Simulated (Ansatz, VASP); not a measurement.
**H: VASP beside Ansatz**

```xyz
1
Lattice="2.6496 0.0000 0.0000 0.0000 2.6496 0.0000 0.0000 0.0000 0.9805" Properties=species:S:1:pos:R:3 pbc="T T T"
H     0.0000    0.0000    0.4902
```

Alike in both runs: task relaxation of cell and atoms; functional PBE; k mesh 10 × 10 × 26; occupations fermi-dirac, width 0.05 eV; no spin polarisation.

|  | VASP | Ansatz |
| --- | --- | --- |
| version | VASP 6.6.1 | Ansatz 0.2.0 |
| potentials or method | VASP PAW PBE potentials, release 64 (H) | Ansatz PAW |
| plane-wave cutoff (eV) | 600 | 420 |
| valence electrons in the cell | 1 | 1 |

VASP gave:

- gap on the k mesh at the Fermi level, each at its own relaxed structure (eV): none
- relaxed volume (Å³/atom): 9.08
- relaxed cell length with the largest relative difference (Å): 3.037
- energy change over the relaxation (meV/atom): -14

Estimate Ansatz's values.

gap on the k mesh at the Fermi level, each at its own relaxed structure (eV): none; relaxed volume (Å³/atom): 11.49; relaxed cell length with the largest relative difference (Å): 3.413; energy change over the relaxation (meV/atom): -20.

A gap of «none» marks a metal or a gap that the smearing closes. One of these differences is far larger than is usual between the two programs; its cause wasn't traced.

Caveats: the volume moved by over 15 % at a fixed basis, so the end points are rough; the plane-wave basis is chosen anew once the cell has moved, so the energies of steps on either side of that aren't comparable (Ansatz).
